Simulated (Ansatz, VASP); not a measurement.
# One calculation of Ru, two programs

Contents of INCAR:

```
SYSTEM = Ru
PREC     = Accurate       ! precision mode
ENCUT    = 520            ! plane-wave cutoff, eV
EDIFF    = 1E-6           ! SCF threshold, eV
ISMEAR   = -1             ! smearing method
SIGMA    = 0.05           ! smearing width, eV
LREAL    = .False.        ! projectors in reciprocal space
LASPH    = .True.         ! aspherical terms in the spheres
NELM     = 80             ! most SCF steps
ALGO     = Fast           ! electronic algorithm
ISIF     = 2              ! what is computed and relaxed
LWAVE    = .False.        ! write WAVECAR
LCHARG   = .True.         ! write CHGCAR
LELF     = .True.         ! ELF
LVHAR    = .True.       
NBANDS   = 21             ! bands
```

Contents of KPOINTS:

```
Automatic mesh
0
Gamma
  11 11 6
  0 0 0
```

Contents of POSCAR:

```
Ru
1.0
    2.6692306523      0.0000000000      0.0000000000
   -1.3346153261      2.3116215535      0.0000000000
    0.0000000000      0.0000000000      4.2240293924
Ru
2
Direct
    0.6666666667      0.3333333333      0.7500000000
    0.3333333333      0.6666666667      0.2500000000
```

Contents of input.yaml:

```yaml
crystal:
  lattice:
    - [2.6692306523, 0.0, 0.0]
    - [-1.3346153261, 2.3116215535, 0.0]
    - [0.0, 0.0, 4.2240293924]
  atoms:
    - { symbol: Ru, position: [0.6666666667, 0.3333333333, 0.75] }
    - { symbol: Ru, position: [0.3333333333, 0.6666666667, 0.25] }
kpoints:
  mp_grid: { grid: [11, 11, 6] }
scf:
  occupations: { method: fermi_dirac, width: 0.05 }
hamiltonian:
  xc: lda
  pseudopotentials: { kind: all_electron, lapw: { basis_error: 0.001 } }
output:
  forces: true
  stress: true
  eigenvalues: true
```

Change from the starting cell: volume scaled by 0.96.

Alike in both runs: task single point; functional LDA; k mesh 11 × 11 × 6; occupations fermi-dirac, width 0.05 eV; no spin polarisation.

|  | VASP | Ansatz |
| --- | --- | --- |
| version | VASP 6.6.1 | Ansatz 0.2.0 |
| potentials or method | VASP PAW LDA potentials, release 64 (Ru_pv) | all-electron LAPW, scalar-relativistic |
| plane-wave cutoff (eV) | 520 | see its input |

Ansatz gave:

| Property | Result |
| --- | --- |
| gap on the k mesh at the Fermi level (eV) | none |
| pressure (GPa) | 1.8 |
| largest component of the traceless stress (GPa) | 0.02 |

Q: Estimate VASP's values.

A: gap on the k mesh at the Fermi level (eV): none; pressure (GPa): 2.4; largest component of the traceless stress (GPa): 0.13.

A gap of «none» marks a metal or a gap that the smearing closes. Ansatz ran all-electron here, so the differences hold the error of VASP's frozen core and of both bases.
